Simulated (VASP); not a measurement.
Si2Ni: relaxation of cell and atoms with AM05

Crystal: Si2Ni.

```
CELL_PARAMETERS angstrom
0.00000 2.68885 2.68885
2.68885 0.00000 2.68885
2.68885 2.68885 0.00000
ATOMIC_POSITIONS crystal
Si 0.25000 0.25000 0.25000
Si 0.75000 0.75000 0.75000
Ni 0.00000 0.00000 0.00000
```

| Quantity | Value |
| --- | --- |
| Program | VASP 6.6.1 |
| Task | relaxation of cell and atoms |
| Functional | AM05 |
| Potentials or basis | VASP PAW PBE potentials, release 64 (Si, Ni) |
| Cutoff | 600 eV |
| k mesh | 12 × 12 × 12 |
| Occupations | methfessel-paxton, width 0.1 eV |
| Spin | no spin polarisation |
| Further INCAR settings | ALGO = Normal; EDIFF = 1e-07; IBRION = 2; EDIFFG = -0.005; NSW = 90; ISIF = 3 |

| Quantity | Value |
| --- | --- |
| Pressure after relaxing | 0.0 GPa |
| Band gap on the k mesh | none (metal or under the smearing width) |

Final structure:
```cif
data_structure
_symmetry_space_group_name_H-M 'P 1'
_symmetry_Int_Tables_number 1
_cell_length_a 3.8026
_cell_length_b 3.8026
_cell_length_c 3.8026
_cell_angle_alpha 60.000
_cell_angle_beta 60.000
_cell_angle_gamma 60.000
_cell_volume 38.88
loop_
_atom_site_label
_atom_site_type_symbol
_atom_site_fract_x
_atom_site_fract_y
_atom_site_fract_z
_atom_site_occupancy
Si1 Si 0.25000 0.25000 0.25000 1
Si2 Si 0.75000 0.75000 0.75000 1
Ni1 Ni 0.00000 0.00000 0.00000 1
```

Levels at points of the mesh, in eV from the Fermi level:
| k point | band 6 | band 7 | band 8 | band 9 | band 10 | band 11 | band 12 | band 13 |
| --- | --- | --- | --- | --- | --- | --- | --- | --- |
| (0.00, 0.00, 0.00) | -3.62 | -0.07 | 1.72 | 1.72 | 1.72 | 2.22 | 2.22 | 2.22 |
| (0.50, 0.00, 0.00) | -3.43 | -3.43 | -1.49 | -1.49 | 1.80 | 1.80 | 1.80 | 2.74 |
| (0.50, 0.50, 0.00) | -3.71 | -3.71 | -3.54 | -3.20 | -0.40 | 1.32 | 7.73 | 8.45 |

It took 24 s on 1 thread of Intel(R) Xeon(R) 6975P-C (Granite Rapids), on a shared host, peak memory 0.2 GiB.

Caveat: the relaxation stopped at its first step, so nothing moved; the PAW data sets were made with another functional, which shifts forces and pressure a little. Spin polarisation is off, so any magnetic state and its effect on volume and gap are missing.
